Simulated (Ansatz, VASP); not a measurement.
One calculation of GaP, two programs

```
Ga P
1.0
     0.00000    2.67536    2.67536
     2.67536    0.00000    2.67536
     2.67536    2.67536    0.00000
Ga P
1 1
Direct
  0.00000 0.00000 0.00000
  0.25000 0.25000 0.25000
```

Alike in both runs: functional PBE; k mesh 8 × 8 × 8; occupations gaussian, width 0.02 eV; no spin polarisation.

Ansatz relaxed the structure, and its values are those at the end. VASP's run is a single point on that final structure, the one shown.

|  | VASP | Ansatz |
| --- | --- | --- |
| version | VASP 6.6.1 | Ansatz 0.2.0 |
| potentials or method | VASP PAW PBE potentials, release 64 (Ga_d, P) | scalar-relativistic, plane waves, PAW |
| plane-wave cutoff (eV) | 520 | 420 |
| valence electrons in the cell | 18 | 18 |

VASP gave:

```
gap on the k mesh at the Fermi level (eV) : 1.53
least direct gap on the mesh (eV)         : 2.29
pressure (GPa)                            : 7.9
```

Task: Which values does Ansatz return?

Result: gap on the k mesh at the Fermi level (eV): 1.53; least direct gap on the mesh (eV): 2.29; pressure (GPa): 8.0.

A k mesh can miss the band edges.
